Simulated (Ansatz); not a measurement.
Os, DFT, LDA, all-electron LAPW, scalar-relativistic (Ansatz 0.2.0), run on 1 thread of Arm Neoverse V1 on a shared host.

The geometry is COD entry 1534943, unchecked; take it as a test cell.

Command: `ansatz run input.yaml --threads 1 --pin off --max-ram 2048MiB --backend cpu --events-out ev --progress --plain --runs-dir out`

```yaml
crystal:
  lattice:
    - [0.0, 1.945, 1.945]
    - [1.945, 0.0, 1.945]
    - [1.945, 1.945, 0.0]
  atoms:
    - { symbol: Os, position: [0.0, 0.0, 0.0] }
kpoints:
  mp_grid: { grid: [14, 14, 14] }
  band_path:
    path:
      - [0.0, 0.0, 0.0]
      - [0.5, 0.0, 0.5]
      - [0.625, 0.25, 0.625]
      - [0.375, 0.375, 0.75]
      - [0.0, 0.0, 0.0]
      - [0.5, 0.5, 0.5]
      - [0.5, 0.25, 0.75]
      - [0.5, 0.0, 0.5]
    npoints: 5
scf:
  occupations: { method: fermi_dirac, width: 0.03 }
hamiltonian:
  xc: lda
  pseudopotentials: { kind: all_electron, lapw: { basis_error: 0.00025 } }
output:
  forces: true
  stress: true
  eigenvalues: true
```

(1) How large is the problem that the program sets up?

(2) Estimate the wall time and the peak memory.

(3) And the same cell and mesh by PAW with the default files, asked for forces, stress, eigenvalues, efg and the same band path, on the same hardware?

Results:

(1) 104 irreducible k-points, 181 plane waves at Γ, 28 bands.

(2) 19 s of wall time for 8 SCF iterations, with a peak of 0.38 GiB. Times on shared machines scatter by tens of per cent.

(3) 3.4 s, peak memory 0.33 GiB.
